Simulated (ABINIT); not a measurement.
Runs of ABINIT 10.8.3 (patched build) on TePt. Symmetry: R-3m, No. 166, trigonal system. The conventional cell has a = 3.963 Å, b = 3.963 Å, c = 19.983 Å, α = 90.00°, β = 90.00°, γ = 120.00°. Around Pt (site symmetry 3m) lie 3 Te at 2.59 Å and 3 Pt at 2.72 Å. Around Te (site symmetry 3m) lie 3 Pt at 2.59 Å. 

```tsv
task	level	potentials or basis	k mesh	cutoff (eV)	fine-grid cutoff	bands in the sums	broadening (eV)	scissor shift (eV)	tensor components	gap on the mesh (eV)	pressure (GPa)	largest force (eV/Å)
single point	LDA	PseudoDojo NC SR LDA v0.4.1 standard	6 × 6 × 6	1088	-	-	-	-	-	none	(a)	0.33
single point	LDA	PseudoDojo NC SR LDA v0.4.1 standard	6 × 6 × 6	952	-	-	-	-	-	none	-	0.33
single point	PBEsol	PseudoDojo NC SR PBEsol v0.4.1 standard	6 × 6 × 6	1034	-	-	-	-	-	none	-0.1	0.32
single point	PBEsol	PseudoDojo NC SR PBEsol v0.4.1 standard	6 × 6 × 6	1143	-	-	-	-	-	none	0.2	0.32
single point	LDA	JTH PAW LDA v2.0	6 × 6 × 6	327	653.073 eV	-	-	-	-	none	-	0.48
optical spectrum	PBEsol	PseudoDojo NC SR PBEsol v0.4.1 standard	8 × 8 × 8	1034	-	46	0.05	0	[11, 33]	none	-0.2	(b)
```

Alike in all rows: no spin polarisation; cell as given; smearing fermi-dirac 0.05 eV.

Question: Fill in the values left out.

Answer: (a) -2.5; (b) 0.29.

Caveats: the intraband (Drude) term is left out (some runs); spectra need much finer meshes, so this one isn't converged (some runs); independent-particle spectra lack excitons (some runs).

A k mesh can miss the band edges, and the runs leave out spin-orbit coupling on Pt, Te.

A gap of «none» marks a metal or a gap under the smearing width.

The runs don't all hold the same shells in valence.
